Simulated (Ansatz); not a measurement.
**Prototype screening**

The calculation used DFT r2SCAN, scalar-relativistic, plane waves, PAW in Ansatz. All cells share a 500 eV cutoff and Γ-centred k meshes spaced at most 0.3 Å⁻¹ (0.19 for metals, 2π included).

Each formula was placed on the sites of the named type and relaxed at zero pressure without lowering the symmetry. No run is spin-polarised. The smearing is 0.1 eV for metals and 0.01 to 0.02 eV otherwise. The zero of energy is the elements' standard structures at the same level; no fitted shifts are applied.

The k mesh leaves about 4 meV/atom of noise in metals. Spin–orbit coupling is left out.

```tsv
formula	started on type	final group	a or a / b (Å)	c (Å)	V (Å³/atom)	E over elements (eV/atom)	gap on mesh (eV)
Hf2Si	fluorite	Fm-3m	?	?	?	-0.29	0.00
Sn	alpha-boron	R-3m	8.05	23.72	36.9	?	0.00
Sn	trigonal selenium	Pm-3m	3.05	3.05	28.5	?	0.00
Sn	graphite	P6_3/mmc	5.04	6.08	33.4	0.40	0.00
```

(1) Cell and volume of Hf2Si on the fluorite type?

(2) E over elements (eV/atom) of Sn on the alpha-boron type?

(3) E over elements (eV/atom) of Sn on the trigonal selenium type?

## Answers

(1) a = 6.28 Å, c = 6.28 Å, V = 20.6 Å³/atom

(2) 0.32

(3) 0.14